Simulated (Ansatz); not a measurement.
Stackings of close-packed layers of CdS (tetrahedral net, letters for double layers), each relaxed to a stress under 0.05 GPa; h and k mark layers whose two neighbours have the same or different letters; energies count from the stacking AB (P6_3mc).

Computed with Ansatz, DFT PBE, scalar-relativistic, plane waves, PAW.

Plane waves to 420 eV, a k mesh through Γ of 12×12×2 on the computed 12-atom cell and Gaussian smearing (0.02 eV); no spin polarisation.

Start (ABCACB (hkkhkk)):

```
CELL_PARAMETERS angstrom
4.19651 0.00000 0.00000
-2.09826 3.63429 0.00000
0.00000 0.00000 20.48795
ATOMIC_POSITIONS crystal
Cd 0.00000 0.00000 0.00000
S 0.00000 0.00000 0.12500
Cd 0.33333 0.66667 0.16667
S 0.33333 0.66667 0.29167
Cd 0.66667 0.33333 0.33333
S 0.66667 0.33333 0.45833
Cd 0.00000 0.00000 0.50000
S 0.00000 0.00000 0.62500
Cd 0.66667 0.33333 0.66667
S 0.66667 0.33333 0.79167
Cd 0.33333 0.66667 0.83333
S 0.33333 0.66667 0.95833
```

Problem. Give the relaxed structure and its energy.

Solution. The free energy falls by 0 meV/atom.

| Property | Result |
| --- | --- |
| excess energy (meV/atom) | 0.8 |
| spacing of like layers (Å) | 3.420 |
| a (Å) | 4.192 |
| gap on the mesh (eV) | 1.06 |

Relaxed structure:
```xyz
12
Lattice="4.1920 0.0000 0.0000 -2.0960 3.6304 0.0000 0.0000 0.0000 20.5224" Properties=species:S:1:pos:R:3 pbc="T T T"
Cd    0.0000    0.0000    0.0005
S     0.0000    0.0000    2.5678
Cd    0.0000    2.4202    3.4179
S     0.0000    2.4202    5.9860
Cd    2.0960    1.2101    6.8393
S     2.0960    1.2101    9.4068
Cd    0.0000    0.0000   10.2618
S     0.0000    0.0000   12.8290
Cd    2.0960    1.2101   13.6791
S     2.0960    1.2101   16.2472
Cd    0.0000    2.4202   17.1005
S     0.0000    2.4202   19.6681
```

Time: 13 min on 1 thread of Arm Neoverse N1 (shared host), peak memory 1.1 GiB.